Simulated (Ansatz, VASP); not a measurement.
# Cross-check of SiSn16O31 (Si_O) between VASP and Ansatz

Aim: how closely do two programs agree when they are given the same cell, functional and k mesh? The cell is taken from a series of runs on this material, whose earlier steps may have relaxed, scaled, displaced or heated it; both programs get it as it stands.

Calculated with Ansatz 0.2.0; plane waves, with VASP 6.6.1 beside it; single point at r2SCAN.

**1. Set-up**

The cell holds 48 atoms: 16 Sn, 31 O and 1 Si. Its edges and angles: a = 11.473 Å, b = 11.470 Å, c = 6.731 Å, α = 54.1°, β = 54.1°, γ = 71.9°. It derives from SnO2 (SnO2 (Pnnm)). Nearest the centre at fractional (0.528, 0.222, 0.765): Si48 at 1.55 Å, Sn12 at 2.04 Å, Sn11 at 2.11 Å, Sn2 at 2.19 Å, O35 at 2.70 Å, O40 at 2.73 Å, O20 at 2.92 Å, O18 at 2.92 Å.

As a file:

```cif
data_structure
_symmetry_space_group_name_H-M 'P 1'
_symmetry_Int_Tables_number 1
_cell_length_a 11.4729
_cell_length_b 11.4703
_cell_length_c 6.7313
_cell_angle_alpha 54.080
_cell_angle_beta 54.062
_cell_angle_gamma 71.858
_cell_volume 580.09
loop_
_atom_site_label
_atom_site_type_symbol
_atom_site_fract_x
_atom_site_fract_y
_atom_site_fract_z
_atom_site_occupancy
Sn1 Sn 0.12131 0.11877 0.25196 1
Sn2 Sn 0.38449 0.40034 0.70619 1
Sn3 Sn 0.00349 0.99446 0.99801 1
Sn4 Sn 0.23497 0.25006 0.53988 1
Sn5 Sn 0.12806 0.62318 0.24291 1
Sn6 Sn 0.37162 0.87530 0.75819 1
Sn7 Sn 0.00004 0.49909 0.99942 1
Sn8 Sn 0.24979 0.75124 0.49597 1
Sn9 Sn 0.64392 0.12156 0.24544 1
Sn10 Sn 0.87638 0.37902 0.74723 1
Sn11 Sn 0.50629 0.99606 0.97234 1
Sn12 Sn 0.74732 0.25031 0.51088 1
Sn13 Sn 0.63478 0.63320 0.21985 1
Sn14 Sn 0.88019 0.87351 0.74314 1
Sn15 Sn 0.50054 0.51285 0.97044 1
Sn16 Sn 0.75543 0.74745 0.48911 1
O17 O 0.00570 0.49532 0.30334 1
O18 O 0.25141 0.25317 0.81247 1
O19 O 0.22048 0.02473 0.78778 1
O20 O 0.47489 0.27381 0.18602 1
O21 O 0.02126 0.21838 0.76639 1
O22 O 0.28141 0.46589 0.24372 1
O23 O 0.25293 0.19387 0.28284 1
O24 O 0.50175 0.00920 0.66856 1
O25 O 0.99573 0.99891 0.30491 1
O26 O 0.25442 0.75200 0.79660 1
O27 O 0.22088 0.53128 0.74685 1
O28 O 0.47474 0.78084 0.22356 1
O29 O 0.02902 0.71995 0.75013 1
O30 O 0.26998 0.96522 0.24277 1
O31 O 0.25525 0.73905 0.19646 1
O32 O 0.50243 0.53972 0.64772 1
O33 O 0.51057 0.50267 0.27325 1
O34 O 0.76157 0.24449 0.80977 1
O35 O 0.72903 0.02294 0.73658 1
O36 O 0.97390 0.27644 0.25244 1
O37 O 0.78226 0.47781 0.24134 1
O38 O 0.74479 0.26011 0.19322 1
O39 O 0.00336 0.99658 0.69348 1
O40 O 0.48596 0.02424 0.30176 1
O41 O 0.75854 0.75088 0.78612 1
O42 O 0.72240 0.52857 0.73814 1
O43 O 0.97609 0.77401 0.24395 1
O44 O 0.53297 0.73404 0.73400 1
O45 O 0.78287 0.96712 0.24324 1
O46 O 0.75291 0.75501 0.18159 1
O47 O 0.00628 0.49733 0.68922 1
Si48 Si 0.43493 0.19263 0.07558 1
```

**2. Ansatz: single point, r2SCAN**

Ansatz runs on its default PAW (the set named soft_2) files.

A single point gives forces, pressure and levels at one fixed geometry, so differences don't come from the geometry; what else differs is listed under the comparison.

File input.yaml:

```yaml
crystal:
  checkpoint: "../q0_M2.relax.run"
  host: checkpoint
basis:
  ecutwfc: 500
  xc_grid: 2
hamiltonian:
  xc: r2scan
kpoints:
  mp_grid: { grid: [1, 1, 1], shift: [0.25, 0.25, 0.25] }
magnetization:
  spin_polarized: true
  initial_magnetization: 2
  spin_locking: { lock_magnetization: hard }
scf:
  occupations: { method: fixed }
  max_iter: 100
output:
  forces: true
  eigenvalues: true
  charged_corrections:
    epsilon: [4.54, 4.54, 4.85]
    static_epsilon: [13.38, 13.38, 10.24]
    defect_position: [0.528224, 0.221776, 0.764594]
  eigenstates: { localisation: true }
  populations: true
  efg: {}
  band_densities: [{ bands: [v1, v1] }, { bands: [c1, c1] }]
  write_density: true
  write_potential: true
  volumetric_format: npy
checkpoint:
  read: "../q0_M2.relax.run"
  write: "../q0_M2.point.run"
  compress: false
  write_wavefunctions: false
  write_every: 100000
```

Run with:

```
$ ansatz run input.yaml --threads 4 --pin off --max-ram 6594MiB --backend cpu --events-out ev --progress --plain --runs-dir out
```

Numbers of over 12 decimals in the logs are rounded to 6 here.

Output:

```text
Warning: This run holds its total moment fixed (magnetization.spin_locking.lock_magnetization: hard) and mixes its density by anderson or broyden (scf.mixing.algorithm, typed or taken by auto). Slabs with a fixed moment have converged under broyden above another state at the same moment, at the default mixing steps and at smaller ones, and under scf.lower_state_search: standard, light or off a state that such a mixer [...]
crystal.checkpoint: the structure is that of <dir>, a `relax` run, at its step 37: its result, under r2scan at a charge of 0 e; 48 atoms read, 0 with a starting moment; crystal.structure_sha256 for this input is
Sn: output.efg is read without spin–orbit coupling, which moves field gradients at and beside such atoms by some per cent and up to a factor of two; PAW files take it under magnetization.noncollinear and magnetization.spin_orbit
Engine: ansatz 0.2.0, aarch64-unknown-linux-gnu
Pseudopotentials: kind: paw
Pseudopotential: Sn, paw, valence charge 14, recommended cutoff 500 eV (meta_gga), Sn.paw.azcp
Pseudopotential: O, paw, valence charge 6, recommended cutoff 500 eV (meta_gga), O.paw.azcp
Pseudopotential: Si, paw, valence charge 4, recommended cutoff 500 eV (meta_gga), Si.paw.azcp
Functional definition: r2SCAN
  parameter k0 = 0.174
  parameter k1 = 0.065
  parameter a1 = 4.9479
  exchange = r2scan_x(k0 = k0, k1 = k1, a1 = a1)
  correlation = r2scan_c
Crystal: 48 atoms, lattice volume = 580.091 Å³
Basis set: ecut = 500 eV, 14731 PW (Γ), exchange–correlation on 180×180×100 points (8 copies of the dense FFT grid, shifted against one another)
Bands: 256, of which v1, the nominal top of the filled ones, is band 207 counted from 1 (206 counted from 0)
Symmetry: 1 space group operations
Space group: P1 (ITA 1), of the structure as read, at distance tolerance 8.3e-5 Å
Magnetic group: BNS 1.1 (UNI 1), of the structure as read, at distance tolerance 8.3e-5 Å
k-points: 1
Non-local potential: Sn, projectors of the file, l = 0: 2, l = 1: 2, l = 2: 2, l = 3: 2
Non-local potential: O, projectors of the file, l = 0: 2, l = 1: 2, l = 2: 1
Non-local potential: Si, projectors of the file, l = 0: 2, l = 1: 2, l = 2: 2
PAW form: soft (Blöchl's): semilocal exchange-correlation on the pseudo side does not see the compensation charge
PAW frozen core: Sn, regenerated for the run's functional (the file was generated under x = pbe(κ = 0.804, μ = 0.219515), c = pbe(β = 0.066725))
PAW frozen core: O, regenerated for the run's functional (the file was generated under x = pbe(κ = 0.804, μ = 0.219515), c = pbe(β = 0.066725))
PAW frozen core: Si, regenerated for the run's functional (the file was generated under x = pbe(κ = 0.804, μ = 0.219515), c = pbe(β = 0.066725))
PAW one-centre angular grid: Sn, 590 points (default); XC on 249 of its mesh's 2787 points in the sphere
PAW one-centre angular grid: O, 302 points (default); XC on 160 Gauss nodes
PAW one-centre angular grid: Si, 302 points (default); XC on 160 Gauss nodes
Initial density: read from a saved state, or passed on in memory by an earlier SCF of this step, an earlier step, the calling program or the single point that the run made first
Stability of the state it starts from, as read at its close in the collinear treatment: not read, because the mixer in use, unlike msr1, does not test its closes by its own steps (another_mixer); its run was given moments
Starting moments: Σ|m| = 2 μB on 48 of 48 sites; this step starts from the density that it was given
Initial wavefunctions: those read from a saved state, or passed on in memory by an earlier step or the calling program
Functional: x = r2scan, c = r2scan; τ floored in thin density (d = 2e-4 eV/Å³)
SCF iter   1: F=—  HF=-114884.578344 eV  |F-HF|=—  |Δ(HF+E_count)|=         —  Δρ=4.83e-7 (↑4.81e-7 ↓4.83e-7)  dr2=3.00e-9  dr2_τ=5.51e-11  dr2_m=4.79e-12  M=2.000 μB ∫|m|=2.187 μB  β_m=1.20  ethr=2.31e-12  ⟨swp⟩=3.5  Hψ=1268  notcnv=0
preconditioner: auto → Resta (q_TF=auto, 2.579 Å⁻¹)  ε∞=3.3  [insulator: Δε(μ)=0.699 eV  Ē_g=20.641 eV  n_scr=168 (ndim 8)  ℏωp=31.4 eV  f_vac=0.029  ε∞_Penn≈3.3]
spin=Collinear: Resta preconditioning applied to the charge; magnetization (m = ρ↑ − ρ↓) channel mixes plain (no charge-response kernel on spin).
[...]
atom  40  Sn V_zz =    +5.334242   η = 0.4038   by run symmetry: allowed
            electrostatic potential = -8175.008785 V   contact ρ = 1235441.522414 e/Å³   contact ρ_s (e/Å³): all electrons +6.717964, valence +6.601671
  atom  41  O  V_zz =    -5.882613   η = 0.7286   by run symmetry: allowed
            electrostatic potential = -626.882981 V   contact ρ = 2153.715967 e/Å³   contact ρ_s (e/Å³): all electrons +0.620718, valence +0.688730
  atom  42  O  V_zz =   -10.040354   η = 0.2240   by run symmetry: allowed
            electrostatic potential = -627.501670 V   contact ρ = 2152.003439 e/Å³   contact ρ_s (e/Å³): all electrons +0.622708, valence +0.607116
  atom  43  O  V_zz =   -10.751946   η = 0.1294   by run symmetry: allowed
            electrostatic potential = -627.328506 V   contact ρ = 2152.190078 e/Å³   contact ρ_s (e/Å³): all electrons +0.760022, valence +0.731915
  atom  44  O  V_zz =   -10.360189   η = 0.1220   by run symmetry: allowed
            electrostatic potential = -627.436307 V   contact ρ = 2152.045842 e/Å³   contact ρ_s (e/Å³): all electrons +0.672130, valence +0.646465
  atom  45  O  V_zz =   -10.730536   η = 0.2765   by run symmetry: allowed
            electrostatic potential = -627.419691 V   contact ρ = 2152.152089 e/Å³   contact ρ_s (e/Å³): all electrons +0.691424, valence +0.665250
  atom  46  O  V_zz =   -10.100336   η = 0.2877   by run symmetry: allowed
            electrostatic potential = -627.244103 V   contact ρ = 2151.856836 e/Å³   contact ρ_s (e/Å³): all electrons +0.659404, valence +0.630597
  atom  47  O  V_zz =    -9.688398   η = 0.3517   by run symmetry: allowed
            electrostatic potential = -627.578501 V   contact ρ = 2151.797988 e/Å³   contact ρ_s (e/Å³): all electrons +0.529516, valence +0.522263
  atom  48  O  V_zz =    -9.783138   η = 0.1090   by run symmetry: allowed
            electrostatic potential = -627.401425 V   contact ρ = 2152.228137 e/Å³   contact ρ_s (e/Å³): all electrons +0.743476, valence +0.727831
--- Band table (eV) ---
  k-point 0 ↑: bands = [... 203 lower, 8.7827, 8.9288, 11.0442, 11.6228, 11.9442, 13.6241, 14.1347, 14.2398, ... 45 higher]
  k-point 0 ↓: bands = [... 203 lower, 8.9483, 8.9704, 11.2081, 11.9073, 12.7994, 13.7783, 14.2380, 14.3418, ... 45 higher]
--- Löwdin populations: 48 sites ---
  site symbol       q [e]    m [muB]
     0     Sn     12.1811     0.0413
     1     Sn     12.6767     0.0434
     2     Sn     12.1723     0.0328
     3     Sn     12.2149     0.0491
     4      O      6.8558     0.0166
     5      O      6.8469     0.0182
     6      O      6.8492     0.0071
     7      O      6.7971     0.0191
     8      O      6.8531     0.0152
     9      O      6.8387     0.0131
    10      O      6.8158     0.0430
    11      O      6.8468     0.0124
    12     Sn     12.1942     0.0409
    13     Sn     12.1917     0.0358
    14     Sn     12.1834     0.0346
    15     Sn     12.1824     0.0316
    16      O      6.8563     0.0107
    17      O      6.8509     0.0164
    18      O      6.8460     0.0150
    19      O      6.8461     0.0126
    20      O      6.8581     0.0169
    21      O      6.8654     0.0509
    22      O      6.8539     0.0140
    23      O      6.8698     0.0178
[...]
40      O      6.8199     0.0479
    41      O      6.8561     0.0114
    42      O      6.8492     0.0099
    43      O      6.8544     0.0081
    44      O      6.8535     0.0086
    45      O      6.8562     0.0064
    46      O      6.8614     0.0120
    47      O      6.8545     0.0147
  spilling = 0.005730 (of n_electrons = 414.000000)
--- Band densities, each state counted as filled ---
  window                                       electrons  max residual (eV)  cut levels
  bands: [v1, v1]                    1.000000 + 1.000000             7.1e-6           0
  bands: [c1, c1]                    1.000000 + 1.000000             8.7e-6           0
```

[end of part 1 of 2]

[Lines on the potential files, build, host, timing and source positions are cut from VASP's logs without a mark.]

[Logs are printed without paths, hosts, clocks, repeated set-up lines and the standing remarks that a program may print on its own settings, such as how far it seeks lower states.]

[Hosts, paths, dates, database ids (printed as entryN), source tags and the programs' standing remarks are cut or masked in the printed files.]
